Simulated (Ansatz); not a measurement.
Wanted: the native input for an Ansatz 0.2.0 run.

```
Task                : electric field gradients
Functional          : PBE
Potentials or basis : all-electron PAW datasets made for the crystal
Cutoff              : 400 eV (chosen from the basis error)
k mesh              : 9 × 9 × 9
Occupations         : fermi-dirac, width 0.05 eV
Spin                : no spin polarisation
```

The system is HfN.

```
Hf N
1.0
     2.82503    0.00000    0.00000
     0.00000    2.82503    0.00000
     0.00000    0.00000    2.82503
Hf N
1 1
Direct
  0.50000 0.50000 0.50000
  0.00000 0.00000 0.00000
```

The cell was built by a generator and needn't be a form met in nature.

These files were run (other wordings do the same):

input.yaml

```yaml
crystal:
  lattice:
    - [2.82503, 0.0, 0.0]
    - [0.0, 2.82503, 0.0]
    - [0.0, 0.0, 2.82503]
  atoms:
    - { symbol: Hf, position: [0.5, 0.5, 0.5] }
    - { symbol: "N", position: [0.0, 0.0, 0.0] }
kpoints:
  mp_grid: { grid: [9, 9, 9] }
scf:
  occupations: { method: fermi_dirac, width: 0.05 }
hamiltonian:
  xc: pbe
  pseudopotentials: { kind: all_electron, datasets: crystal }
output:
  forces: true
  stress: true
  eigenvalues: true
  efg: {}
```

Potentials or basis: all-electron PAW datasets made for the crystal.

Command:

```sh
$ ansatz run input.yaml --threads 1 --pin off --max-ram 3072MiB --backend cpu --events-out ev --progress --plain --runs-dir out
```

It gave:

```
Pressure               : 0.2 GPa
Band gap on the k mesh : none (metal or under the smearing width)
```

Wall time 8.4 s on 1 thread of Arm Neoverse V1, with other jobs on the host, peak memory 0.46 GiB.
